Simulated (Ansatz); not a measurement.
## Ruthenium (omega (AlB2-type)) across density functionals

All rows: Ansatz, plane waves with scalar-relativistic PAW, 420 eV (500 eV for the SCAN forms), relaxed under each functional, no dispersion correction, no zero-point motion. B₀ comes from uniform scaling at fixed shape; a dash is a value not given.

```
functional  V (Å³/atom)                                    cell  B₀ (GPa)     magnetic state  ΔE to hcp (meV/atom)
       PBE        14.12  a = 4.270 Å, c = 2.683 Å (c/a = 0.628)       294  spin not included                   260
    r²SCAN        13.83  a = 4.240 Å, c = 2.665 Å (c/a = 0.629)       319  spin not included                   271
    PBEsol        13.65  a = 4.224 Å, c = 2.651 Å (c/a = 0.628)       327  spin not included                   282
       LDA        13.41  a = 4.199 Å, c = 2.634 Å (c/a = 0.627)       346  spin not included                   288
    revPBE        14.27  a = 4.284 Å, c = 2.694 Å (c/a = 0.629)       282  spin not included                   254
      RPBE        14.33  a = 4.290 Å, c = 2.698 Å (c/a = 0.629)       278  spin not included                   252
      BLYP        14.80  a = 4.332 Å, c = 2.733 Å (c/a = 0.631)       253  spin not included                   223
```

LDA gives the smallest volume and BLYP the largest.
